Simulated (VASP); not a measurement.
Wanted: the native input for a VASP 6.6.1 run.

- Task: single point
- Functional: PBEsol
- Potentials or basis: VASP PAW PBE potentials, release 64 (Te, Pb_d)
- Cutoff: 520 eV
- k mesh: 8 × 8 × 8
- Occupations: gaussian, width 0.02 eV
- Spin: no spin polarisation
- Dipole correction: no
- Further INCAR settings: ALGO = Fast; EDIFF = 1e-06; NBANDS = 17

The structure of TePb lies in POSCAR:

```
TePb
1.0
    0.0000000000      3.2270000000      3.2270000000
    3.2270000000      0.0000000000      3.2270000000
    3.2270000000      3.2270000000      0.0000000000
Te Pb
1 1
Direct
    0.4790486520      0.5057576697      0.4978431980
    0.0000000000      0.0000000000      0.0000000000
```

The cell isn't the ideal one: one atom moved.

One way to write it, as run:

INCAR

```
SYSTEM = TePb
PREC = Accurate ; ENCUT = 520
EDIFF = 1E-6 ; ISMEAR = 0
SIGMA = 0.02 ; LREAL = .False.
LASPH = .True. ; NELM = 100
ALGO = Fast ; ISIF = 2
LWAVE = .False. ; LCHARG = .False.
GGA = PS ; NBANDS = 17
```

KPOINTS

```
regular mesh
0
Gamma
  8 8 8
  0 0 0
```

Potentials or basis: VASP PAW PBE potentials, release 64 (Te, Pb_d).

The run is started by

```sh
$ cat potpaw_PBE.64/Te/POTCAR potpaw_PBE.64/Pb_d/POTCAR > POTCAR
$ mpirun -np 1 vasp_std > vasp.out
```

Results of the run:

The pressure is -0.2 GPa and the largest force is 0.050 eV/Å. The band gap on the k mesh is 0.67 eV, direct.

Caveat: the PAW data sets were made with another functional, which shifts forces and pressure a little; spin-orbit coupling is left out, which as a rule narrows the gap of such compounds by several tenths of an eV.

Run time: 4 min on 1 thread of Intel(R) Xeon(R) Platinum 8259CL CPU @ 2.50GHz (Skylake/Cascade Lake), on a shared host, peak memory 0.44 GiB.
